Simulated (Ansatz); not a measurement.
Crystal: Ge.

```
Ge
1.0
     0.00000    2.82891    2.82891
     2.82891    0.00000    2.82891
     2.82891    2.82891    0.00000
Ge
2
Cartesian
  4.2434 4.2434 4.2434
  2.8289 2.8289 2.8289
```

Base run:

| Quantity | Value |
| --- | --- |
| Program | Ansatz 0.2.0 |
| Functional | BLYP |
| Potentials or basis | Ansatz PAW |
| Cutoff | 420 eV (not typed: the program's choice for these potentials) |
| k mesh | 8 × 8 × 8 |
| Occupations | fermi-dirac, width 0.05 eV |
| Spin | no spin polarisation |

Its results: band gap on the k mesh none (metal or under the smearing width); pressure 7.3 GPa.

Q: After a change of settings the same cell gave: band gap on the k mesh none (metal or under the smearing width); pressure -1.3 GPa. Which change was it?
A. functional from BLYP to r2SCAN; cutoff from 420 eV (not typed: the program's choice for these potentials) to 500 eV (not typed: the program's choice for these potentials)
B. functional from BLYP to LDA
C. functional from BLYP to r2SCAN; cutoff from 420 eV (not typed: the program's choice for these potentials) to 500 eV (not typed: the program's choice for these potentials); occupations from fermi-dirac, width 0.05 eV to gaussian, width 0.05 eV
D. functional from BLYP to RPBE; occupations from fermi-dirac, width 0.05 eV to gaussian, width 0.1 eV

A: B.

LDA binds more tightly than BLYP, so the same cell stands under less pressure.

Caveats: the PAW data sets come from PBE, with cores solved anew for the run's functional, which leaves a small shift of forces and pressure; this crystal is a semiconductor, whose small gap the functional closes, so the metal is an error of the method.

Runs at the PBE level aren't shown here.
